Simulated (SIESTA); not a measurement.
A run of SIESTA 5.4.2 is set up as follows.

run.py

```python
from ase.io import read
from ase.calculators.siesta import Siesta
from ase.units import Ry, GPa

atoms = read("ZnS.xyz")

fdf = {
    'SCFMustConverge': False,
    'OccupationFunction': 'FD',
    'ElectronicTemperature': '0.05 eV',
    'MaxSCFIterations': '120',
    'SCF.Mixer.Method': 'Pulay',
    'SCF.Mixer.Weight': '0.25',
    'SCF.Mixer.History': '8',
    'SCF.DM.Tolerance': '5.0e-05',
    'SCF.H.Tolerance': '1.0e-03 eV',
    'WriteForces': 'true',
    'Charge.Mulliken': 'end',
    'BandLinesScale': 'ReciprocalLatticeVectors',
    'BandLines': ['  1    0.000000   0.000000   0.000000  \\Gamma', ' 11    0.500000   0.000000   0.000000  M', '  6    0.333333   0.333333   0.000000  K', ' 13    0.000000   0.000000   0.000000  \\Gamma', '  6    0.000000   0.000000   0.500000  A', ' 11    0.500000   0.000000   0.500000  L', '  6    0.333333   0.333333   0.500000  H', ' 13    0.000000   0.000000   0.500000  A', '  1    0.500000   0.000000   0.500000  L', '  6    0.500000   0.000000   0.000000  M', '  1    0.333333   0.333333   0.000000  K', '  6    0.333333   0.333333   0.500000  H'],
    'PAO.Basis': ['Zn.1 5', 'n=3 0 2', '  2.271 0.000', 'n=4 0 2', '  6.330 0.000', 'n=3 1 2', '  2.532 0.000', 'n=4 1 1', '  6.330', 'n=3 2 2', '  4.164 0.000'],
}
calc = Siesta(
    label="ZnS",
    command="siesta < PREFIX.fdf > PREFIX.out",
    pseudo_path="pseudos",
    pseudo_qualifier="",
    xc=('GGA', 'PBE'),
    basis_set="DZP",
    mesh_cutoff=800 * Ry,
    energy_shift=0.003 * Ry,
    kpts=[8, 8, 5],
    spin="non-polarized",
    fdf_arguments=fdf,
)
atoms.calc = calc

print(f"energy = {atoms.get_potential_energy():.6f} eV")
free = atoms.get_potential_energy(force_consistent=True)
print(f"free energy = {free:.6f} eV")
print("forces (eV/A):")
print(atoms.get_forces(apply_constraint=False).round(6))
print("stress (GPa, Voigt order, tension positive):", (atoms.get_stress() / GPa).round(4))
```

ZnS.xyz

```xyz
4
Lattice="3.8110000000 0.0000000000 0.0000000000 -1.9055000000 3.3004228138 0.0000000000 0.0000000000 0.0000000000 5.9846400000" Properties=species:S:1:pos:R:3 pbc="T T T"
Zn     1.9055000002      1.1001409378      2.9923200000
Zn    -0.0000000002      2.2002818760      0.0000000000
S      1.9055000002      1.1001409378      5.2964064000
S     -0.0000000002      2.2002818760      2.3040864000
```

Potentials or basis: PseudoDojo 0.4 standard (PBE files), DZP (energy shift 0.003 Ry; two zetas on semicore shells).

Launch:

```console
$ python run.py
```

**Question.** Estimate the band gap along the path.

**Answer.** 2.78 eV, direct.

**Question.** What does it give for the band gap on the k mesh?

**Answer.** 2.78 eV, direct.

Levels at the corners of the path, in eV from the valence-band top:
```
point  band 23  band 24  band 25  band 26  band 27  band 28  band 29  band 30
    Γ    -1.17    -0.15    -0.15     0.00     2.78     3.02     6.13     6.13
    M    -3.45    -2.58    -1.79    -1.09     3.50     4.77     5.52     7.03
    K    -4.24    -2.49    -2.49    -2.27     4.49     6.42     6.42     8.39
    Γ    -1.17    -0.15    -0.15     0.00     2.78     3.02     6.13     6.13
    A    -0.69    -0.69    -0.69    -0.69     3.76     3.76     6.55     6.55
    L    -1.90    -1.90    -1.58    -1.58     3.88     3.88     5.36     5.36
    H    -3.34    -3.34    -1.29    -1.29     5.06     5.06     6.88     6.88
    A    -0.69    -0.69    -0.69    -0.69     3.76     3.76     6.55     6.55
    L    -1.90    -1.90    -1.58    -1.58     3.88     3.88     5.36     5.36
    M    -3.45    -2.58    -1.79    -1.09     3.50     4.77     5.52     7.03
    K    -4.24    -2.49    -2.49    -2.27     4.49     6.42     6.42     8.39
    H    -3.34    -3.34    -1.29    -1.29     5.06     5.06     6.88     6.88
```

Caveat: short orbitals over semicore shells can move pressures by several GPa; the valence orbitals were made in a potential fitted to the semicore shell under them, which widens gaps by tenths of an eV or more; the basis of atomic orbitals isn't converged, which shifts pressures, moduli and gaps.
